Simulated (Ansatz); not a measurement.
# SnO2 (Cassiterite) (P4_2/mnm) in Ansatz: notebook

The runs below take SnO2 (Cassiterite) through atomic charges, single point, relaxation of cell and atoms, with PBEsol, PBE, RPBE+D3(BJ).

Everything below comes from runs of Ansatz 0.2.0. Logs are shortened: lines on timing, memory, paths and dates and some standing lists are left out, and cuts for length are marked.

## Step 1: Starting point

It takes space group P4_2/mnm (No. 136, tetragonal). Conventional cell: a = 4.738 Å, b = 4.738 Å, c = 3.187 Å, α = 90.00°, β = 90.00°, γ = 90.00°. Sn (site symmetry mmm) has 6 O at 2.05 to 2.06 Å as nearest neighbours. Around O (site symmetry m2m) lie 3 Sn at 2.05 to 2.06 Å.

## Step 2: Atomic charges, PBEsol

File input.yaml:

```yaml
crystal:
  lattice:
    - [4.738, 0.0, 0.0]
    - [0.0, 4.738, 0.0]
    - [0.0, 0.0, 3.1865]
  atoms:
    - { symbol: Sn, position: [0.5, 0.5, 0.5] }
    - { symbol: Sn, position: [0.0, 0.0, 0.0] }
    - { symbol: O, position: [0.8071, 0.1929, 0.5] }
    - { symbol: O, position: [0.6929, 0.6929, 0.0] }
    - { symbol: O, position: [0.1929, 0.8071, 0.5] }
    - { symbol: O, position: [0.3071, 0.3071, 0.0] }
hamiltonian:
  xc: pbesol
  pseudopotentials: { kind: paw }
kpoints:
  mp_grid: { grid: [6, 6, 8] }
scf:
  occupations: { method: fermi_dirac, width: 0.1 }
output:
  forces: true
  stress: true
  eigenvalues: true
  bader: true
  populations: true
```

Potentials or basis: Ansatz PAW.

Launch:

```console
$ ansatz run input.yaml --threads 2 --pin off --max-ram 5632MiB --backend cpu --events-out ev --progress --plain --runs-dir out
```

Standard output:

```text
Warning: RAYON_NUM_THREADS=2 ignored (pool sized by the plan → 2); use --threads N
Engine: ansatz 0.2.0, x86_64-unknown-linux-gnu
Pseudopotentials: kind: paw
Pseudopotential: Sn, paw, valence charge 14, recommended cutoff 420 eV (normal), Sn.paw.azcp
Pseudopotential: O, paw, valence charge 6, recommended cutoff 420 eV (normal), O.paw.azcp
Functional definition: PBEsol
  exchange = pbesol_x
  correlation = pbesol_c
Crystal: 6 atoms, lattice volume = 71.533 Å³
Basis set: ecut = 420 eV, 1411 PW (Γ), exchange–correlation on 64×64×48 points (8 copies of the dense FFT grid, shifted against one another)
Bands: 32, of which v1, the nominal top of the filled ones, is band 26 counted from 1 (25 counted from 0)
Symmetry: 16 space group operations
Space group: P42/mnm (ITA 136), of the structure as read, at distance tolerance 4.2e-5 Å
k-points: 50 of 288
Non-local potential: Sn, projectors of the file, l = 0: 2, l = 1: 2, l = 2: 2, l = 3: 2
Non-local potential: O, projectors of the file, l = 0: 2, l = 1: 2, l = 2: 1
PAW form: soft (Blöchl's): semilocal exchange-correlation on the pseudo side does not see the compensation charge
PAW frozen core: Sn, regenerated for the run's functional, and the local potential with it (the file was generated under x = pbe(κ = 0.804, μ = 0.2195149727645171), c = pbe(β = 0.06672455060314922))
PAW frozen core: O, regenerated for the run's functional, and the local potential with it (the file was generated under x = pbe(κ = 0.804, μ = 0.2195149727645171), c = pbe(β = 0.06672455060314922))
PAW one-centre angular grid: Sn, 590 points (default); XC on 64 Gauss nodes
PAW one-centre angular grid: O, 110 points (default); XC on 64 Gauss nodes
Initial density: superposition of atomic densities (neutral atoms: chi_scale 0, normalization atom), corrected by the library's trained network
Initial wavefunctions: pseudopotential atomic-orbital guess
Functional: x = pbesol(κ = 0.804, μ = 0.12345679012345678), c = pbesol(β = 0.046)
SCF iter   1: F=—  HF=-14143.084487 eV  |F-HF|=—  |Δ(HF+E_count)|=         —  Δρ=1.60e-2  dr2=1.45e-1  ethr=1.77e-3  ⟨swp⟩=5.8  Hψ=6968  notcnv=0  defer=4
preconditioner: auto → Resta (q_TF=auto, 2.587 Å⁻¹)  ε∞=3.6  [insulator: Δε(μ)=1.045 eV  Ē_g=19.571 eV  σ=0.100 eV  W_gap=0.99  n_scr=18 (ndim 8)  ℏωp=31.7 eV  f_vac=0.027  D(μ)=0.00/eV (n_scr^D=0)  ε∞_Penn≈3.6]
SCF iter   2: F=—  HF=-14143.043495 eV  |F-HF|=—  |Δ(HF+E_count)|=   4.10e-2  Δρ=2.52e-3  dr2=2.16e-3  ethr=2.78e-4  ⟨swp⟩=2.1  Hψ=2715  notcnv=0  defer=82
SCF iter   3: F=—  HF=-14143.043363 eV  |F-HF|=—  |Δ(HF+E_count)|=   1.32e-4  Δρ=1.22e-3  dr2=6.01e-4  ethr=4.14e-6  ⟨swp⟩=2.2  Hψ=2416  notcnv=0  defer=82
SCF iter   4: F=—  HF=-14143.043412 eV  |F-HF|=—  |Δ(HF+E_count)|=   4.93e-5  Δρ=3.66e-4  dr2=8.31e-5  ethr=1.16e-6  ⟨swp⟩=1.0  Hψ=1518  notcnv=0  defer=82
SCF iter   5: F=—  HF=-14143.043353 eV  |F-HF|=—  |Δ(HF+E_count)|=   5.93e-5  Δρ=5.59e-5  dr2=2.60e-6  ethr=1.60e-7  ⟨swp⟩=3.0  Hψ=3115  notcnv=0  defer=82
SCF iter   6: F=-14143.043355 eV  HF=-14143.043355 eV  |F-HF|=1.83e-8  |Δ(HF+E_count)|=   2.04e-6  Δρ=1.08e-5  dr2=8.05e-8  ethr=1.92e-10  ⟨swp⟩=8.9  Hψ=8520  notcnv=0
SCF 1 converged in 6 iterations: F = -14143.043355 eV  dr2 = 8.05e-8
SCF converged after 6 iterations
Free energy (F): -14143.043355 eV
Harris-Foulkes:  -14143.043355 eV  (|F-HF|=1.83e-8)
Internal energy: -14143.043289 eV  (E = F + TS)
E sigma→0 (E₀):  -14143.043322 eV
Entropy (-TS):   -0.000066 eV (-0.011 meV/atom)
Fermi energy:    10.067783 eV
--- Per-component energies (eV) ---
  E_band       = -120.444899
  E_kinetic    = 1082.464841
  E_local      = -2858.526404  (includes V_loc(G=0)·N_el)
  E_nonlocal   = 139.466546
  E_hartree    = 1484.077311
  E_xc         = -1044.359152
  E_vxc        = -562.625092  (∫ρ·V_xc dr)
  E_paw        = -8764.035454  (= ΣΔE_a)
  E_vpaw       = -889.393125  (= ΣTr[D̂ρ^β])
  E_aug_tail   = 0.009971  (compensation charges beyond the density's cutoff)
  E_ewald      = -4182.851779
  E_core_change = 0.710831  (= ΣΔE_core)
  E_smearing   = -0.000066  (= −TS)
  E_closure    = 0.000000  (closes the sum)
  Σ components = -14143.043355   (vs F -14143.043355, Δ=0.00e0)
--- Forces (eV/Å), atoms counted from 1 ---
  atom   1  Sn     0.00000000    -0.00000000    -0.00000000
  atom   2  Sn     0.00000000     0.00000000     0.00000000
  atom   3  O     -0.14871662     0.14871662     0.00000000
  atom   4  O      0.14871662     0.14871662    -0.00000000
  atom   5  O      0.14871662    -0.14871662    -0.00000000
  atom   6  O     -0.14871662    -0.14871662     0.00000000
  max |Σ_I F_I| component: 5.55e-17 eV/Å
--- Stress (GPa, compression-positive) ---
        4.055446       0.000000       0.000000
        0.000000       4.055446       0.000000
        0.000000       0.000000       5.982282
  P = ⅓ Tr σ = 4.6977 GPa (46.977 kbar)
--- Band table (eV; the first three rows and the last of 50) ---
  k-point 0: bands = ["-11.6646", "-10.8965", "-10.5885", "-10.5723", "-10.5723", "-10.4795", "-10.4343", "-10.3426", "-10.3137", "-10.3137", "-9.4996", "-7.6320", "-7.6320", "-5.8098", "1.2160", "5.2778", "5.2778", "5.3775", "6.2349", "7.3189", "7.4360", "8.1553", "8.1553", "8.6088", "8.6088", "9.3975", "10.5792", "15.4374", "15.5882", "15.5882", "19.6649", "19.8648"]
  k-point 1: bands = ["-11.5873", "-10.7961", "-10.7295", "-10.7295", "-10.5593", "-10.4947", "-10.4277", "-10.3431", "-10.3352", "-10.3352", "-9.4224", "-7.3754", "-7.3754", "-5.9293", "1.1943", "5.2496", "5.4261", "5.4261", "6.3068", "6.3390", "7.3137", "7.5628", "7.5628", "8.6464", "8.6464", "9.2639", "11.5544", "15.7667", "16.2479", "16.2479", "18.7222", "20.7681"]
  k-point 2: bands = ["-11.3839", "-11.0470", "-11.0470", "-10.6298", "-10.4919", "-10.4813", "-10.4104", "-10.3765", "-10.3765", "-10.3458", "-9.1422", "-6.8141", "-6.8141", "-6.3076", "1.1973", "4.6841", "5.0858", "5.7779", "5.7779", "6.5240", "6.5240", "6.6423", "6.8392", "8.5452", "8.5452", "8.8861", "13.1779", "16.2575", "17.6892", "17.6892", "18.0889", "21.0007"]
  k-point 49: bands = ["-11.4161", "-11.4161", "-10.9049", "-10.9049", "-10.4328", "-10.4328", "-10.3609", "-10.3609", "-10.3141", "-10.3141", "-7.5857", "-7.5857", "-6.1591", "-6.1591", "1.3003", "1.3003", "4.2949", "4.2949", "6.8370", "6.8370", "6.9300", "6.9300", "8.4106", "8.4106", "8.5527", "8.5527", "14.2208", "14.2208", "18.1038", "18.1038", "20.3093", "20.3093"]
--- Löwdin populations: 6 sites ---
  site symbol       q [e]
     0     Sn     12.2857
     1     Sn     12.2857
     2      O      6.7889
     3      O      6.7889
     4      O      6.7889
     5      O      6.7889
  spilling = 0.005251 (of n_electrons = 52.000000)
--- Bader charges: 6 sites ---
  site symbol  charge [e]  shift [e]
     0     Sn      2.4768     0.0165
     1     Sn      2.4768     0.0165
     2      O     -1.2384     0.0082
     3      O     -1.2384     0.0082
     4      O     -1.2384     0.0082
     5      O     -1.2384     0.0082
  estimated error of the sums over rays = 3.1e-4 e
```

Wall time 63 s (2 threads of Intel Xeon at 2.50GHz (Skylake/Cascade Lake), shared host); peak memory 0.42 GiB.

What came out:

- Free energy: -14143.0434 eV
- Pressure: 4.7 GPa
- Largest force: 0.210 eV/Å
- Band gap on the k mesh: 1.18 eV, direct
- Bader charges: Sn +2.48; O -1.24 e

Forces on the atoms (eV/Å):
```
Sn   0.000  0.000  0.000
Sn   0.000  0.000  0.000
O   -0.149  0.149  0.000
O    0.149  0.149  0.000
O    0.149 -0.149  0.000
O   -0.149 -0.149  0.000
```

Stress tensor (GPa, compression positive):
```
4.06 0.00 0.00
0.00 4.06 0.00
0.00 0.00 5.98
```

Caveat: the pressure holds a Pulay correction of +0.9 GPa for the finite cutoff; spin-orbit coupling is left out, which moves the levels of the heavy elements; the PAW data sets come from PBE, with cores solved anew for the run's functional, which leaves a small shift of forces and pressure.

## Step 3: Single point, PBE

Changes to input.yaml since step 2:

```diff
@@ -13,3 +13,3 @@
 hamiltonian:
-  xc: pbesol
+  xc: pbe
   pseudopotentials: { kind: paw }
@@ -18,3 +18,3 @@
 scf:
-  occupations: { method: fermi_dirac, width: 0.1 }
+  occupations: { method: gaussian, width: 0.05 }
 output:
@@ -23,3 +23 @@
   eigenvalues: true
-  bader: true
-  populations: true
```

Potentials or basis: Ansatz PAW.

Launch:

```console
$ ansatz run input.yaml --threads 2 --pin off --max-ram 5632MiB --backend cpu --events-out ev --progress --plain --runs-dir out
```

Standard output:

```text
Warning: RAYON_NUM_THREADS=2 ignored (pool sized by the plan → 2); use --threads N
[... 4 set-up lines as earlier in the session ...]
Functional definition: PBE
  parameter kappa = 0.804
  parameter beta = 0.06672455060314922
  exchange = pbe_x(kappa = kappa, mu = beta*pi^2/3)
  correlation = pbe_c(beta = beta)
Crystal: 6 atoms, lattice volume = 71.533 Å³
Basis set: ecut = 420 eV, 1411 PW (Γ), exchange–correlation on 64×64×48 points (8 copies of the dense FFT grid, shifted against one another)
Bands: 32, of which v1, the nominal top of the filled ones, is band 26 counted from 1 (25 counted from 0)
[... 2 set-up lines as earlier in the session ...]
k-points: 50 of 288
[... 7 set-up lines as earlier in the session ...]
Functional: x = pbe(κ = 0.804, μ = 0.2195149727645171), c = pbe(β = 0.06672455060314922)
SCF iter   1: F=—  HF=-14317.837576 eV  |F-HF|=—  |Δ(HF+E_count)|=         —  Δρ=1.09e-3  dr2=2.59e-4  ethr=1.77e-3  ⟨swp⟩=6.0  Hψ=7024  notcnv=0  defer=6
preconditioner: auto → Resta (q_TF=auto, 2.587 Å⁻¹)  ε∞=3.6  [insulator: Δε(μ)=1.283 eV  Ē_g=19.758 eV  σ=0.050 eV  W_gap=1.00  n_scr=18 (ndim 8)  ℏωp=31.7 eV  f_vac=0.027  D(μ)=0.00/eV (n_scr^D=0)  ε∞_Penn≈3.6]
SCF iter   2: F=—  HF=-14317.839255 eV  |F-HF|=—  |Δ(HF+E_count)|=   1.68e-3  Δρ=5.86e-4  dr2=7.57e-5  ethr=4.99e-7  ⟨swp⟩=2.8  Hψ=3496  notcnv=0  defer=11
SCF iter   3: F=—  HF=-14317.839515 eV  |F-HF|=—  |Δ(HF+E_count)|=   2.60e-4  Δρ=1.89e-4  dr2=1.95e-5  ethr=1.46e-7  ⟨swp⟩=2.9  Hψ=2778  notcnv=0
automatic band count: iteration 3 solves 31 bands in place of 32: the levels show a gap, and the empty bands left out lie too high to hold charge; the band table lists the bands solved (type scf.n_extra_bands for more)
SCF iter   4: F=—  HF=-14317.839522 eV  |F-HF|=—  |Δ(HF+E_count)|=   7.40e-6  Δρ=4.60e-5  dr2=7.44e-7  ethr=3.75e-8  ⟨swp⟩=2.0  Hψ=2118  notcnv=0
iter 5 did not close the SCF: its close was put off for the readings that it lacked (scf_convergence_deferred on its scf_iter line)
SCF iter   5: F=-14317.839524 eV  HF=-14317.839523 eV  |F-HF|=2.86e-7  |Δ(HF+E_count)|=   1.08e-6  Δρ=1.69e-5  dr2=1.00e-7  ethr=1.43e-9  ⟨swp⟩=2.0  Hψ=2595  notcnv=0
SCF iter   6: F=-14317.839524 eV  HF=-14317.839524 eV  |F-HF|=1.15e-8  |Δ(HF+E_count)|=   3.01e-7  Δρ=3.78e-6  dr2=5.34e-9  ethr=1.92e-10  ⟨swp⟩=5.8  Hψ=6656  notcnv=0
SCF 1 converged in 6 iterations: F = -14317.839524 eV  dr2 = 5.34e-9
SCF converged after 6 iterations
Free energy (F): -14317.839524 eV
Harris-Foulkes:  -14317.839524 eV  (|F-HF|=1.15e-8)
Internal energy: -14317.839524 eV  (E = F + TS)
E sigma→0 (E₀):  -14317.839524 eV
Fermi energy:    10.167672 eV
--- Per-component energies (eV) ---
  E_band       = -114.470033
  E_kinetic    = 1085.321933
  E_local      = -2860.960670  (includes V_loc(G=0)·N_el)
  E_nonlocal   = 134.899800
  E_hartree    = 1491.154719
  E_xc         = -1054.968973
  E_vxc        = -564.083494  (∫ρ·V_xc dr)
  E_paw        = -8930.444569  (= ΣΔE_a)
  E_vpaw       = -891.967668  (= ΣTr[D̂ρ^β])
  E_aug_tail   = 0.010016  (compensation charges beyond the density's cutoff)
  E_ewald      = -4182.851779
  E_smearing   = -0.000000  (= −TS)
  E_closure    = 0.000000  (closes the sum)
  Σ components = -14317.839524   (vs F -14317.839524, Δ=0.00e0)
--- Forces (eV/Å), atoms counted from 1 ---
  atom   1  Sn    -0.00000000     0.00000000    -0.00000000
  atom   2  Sn     0.00000000     0.00000000     0.00000000
  atom   3  O     -0.19464860     0.19464860     0.00000000
  atom   4  O      0.19464860     0.19464860    -0.00000000
  atom   5  O      0.19464860    -0.19464860    -0.00000000
  atom   6  O     -0.19464860    -0.19464860     0.00000000
  max |Σ_I F_I| component: 8.33e-17 eV/Å
--- Stress (GPa, compression-positive) ---
       10.098236       0.000000       0.000000
        0.000000      10.098236       0.000000
        0.000000       0.000000      13.046967
  P = ⅓ Tr σ = 11.0811 GPa (110.811 kbar)
--- Band table (eV; the first three rows and the last of 50) ---
  k-point 0: bands = ["-11.5895", "-10.8190", "-10.5293", "-10.5093", "-10.5093", "-10.4208", "-10.3805", "-10.2919", "-10.2588", "-10.2588", "-9.4016", "-7.5708", "-7.5708", "-5.7674", "1.4371", "5.4764", "5.4764", "5.5679", "6.4252", "7.4828", "7.5964", "8.3043", "8.3043", "8.7527", "8.7527", "9.5266", "10.8087", "15.6950", "15.8965", "15.8965", "20.0294"]
  k-point 1: bands = ["-11.5132", "-10.7224", "-10.6649", "-10.6649", "-10.5009", "-10.4358", "-10.3742", "-10.2924", "-10.2797", "-10.2797", "-9.3241", "-7.3176", "-7.3176", "-5.8865", "1.4195", "5.4432", "5.6222", "5.6222", "6.4888", "6.5277", "7.4768", "7.7253", "7.7253", "8.7887", "8.7887", "9.3960", "11.7694", "16.0127", "16.5476", "16.5476", "19.0640"]
  k-point 2: bands = ["-11.3124", "-10.9797", "-10.9797", "-10.5634", "-10.4337", "-10.4248", "-10.3574", "-10.3197", "-10.3197", "-10.2949", "-9.0451", "-6.7639", "-6.7639", "-6.2611", "1.4313", "4.8854", "5.2824", "5.9674", "5.9674", "6.7062", "6.7062", "6.8261", "7.0099", "8.6885", "8.6885", "9.0265", "13.3846", "16.4831", "17.9792", "17.9792", "18.4279"]
  k-point 49: bands = ["-11.3459", "-11.3459", "-10.8380", "-10.8380", "-10.3743", "-10.3743", "-10.3097", "-10.3097", "-10.2613", "-10.2613", "-7.5206", "-7.5206", "-6.1175", "-6.1175", "1.5418", "1.5418", "4.5096", "4.5096", "7.0104", "7.0104", "7.0997", "7.0997", "8.5576", "8.5576", "8.6922", "8.6922", "14.4668", "14.4668", "18.4241", "18.4241", "20.5904"]
```

It took 7 s on 2 threads of Intel Xeon at 2.50GHz (Skylake/Cascade Lake), shared host; peak memory 0.41 GiB.

Results:

```yaml
Free_energy: -14317.8395 eV
Pressure: 11.1 GPa
Largest_force: 0.275 eV/Å
Band_gap_on_the_k_mesh: 1.28 eV, direct
```

Forces in eV/Å, atoms in the order of the input:
```
Sn   0.000  0.000  0.000
Sn   0.000  0.000  0.000
O   -0.195  0.195  0.000
O    0.195  0.195  0.000
O    0.195 -0.195  0.000
O   -0.195 -0.195  0.000
```

Levels at points of the mesh, in eV from the valence-band top:
```
              k point  band 22  band 23  band 24  band 25  band 26  band 27  band 28  band 29  band 30  band 31
   (0.00, 0.00, 0.00)    -1.22    -1.22    -0.77    -0.77     0.00     1.28     6.17     6.37     6.37    10.50
  (0.00, 0.00, -0.50)    -2.58    -1.65    -1.65    -1.26    -1.26     6.24     6.24     9.79     9.79    10.72
  (0.00, -0.50, 0.00)    -1.95    -1.18    -1.18    -0.63    -0.63     4.45     4.45     7.11     7.11    10.99
 (0.00, -0.50, -0.50)    -1.72    -1.10    -1.10    -0.69    -0.69     6.52     6.52     8.09     8.09    11.07
 (-0.50, -0.50, 0.00)    -1.95    -1.30    -1.30    -0.90    -0.90     4.85     4.85     7.54     7.54    11.02
(-0.50, -0.50, -0.50)    -2.43    -0.97    -0.97    -0.83    -0.83     4.94     4.94     8.90     8.90    11.06
```

Caveat: the pressure holds a Pulay correction of +0.8 GPa for the finite cutoff; spin-orbit coupling is left out, which moves the levels of the heavy elements.

(Continued in part 2 of 2.)
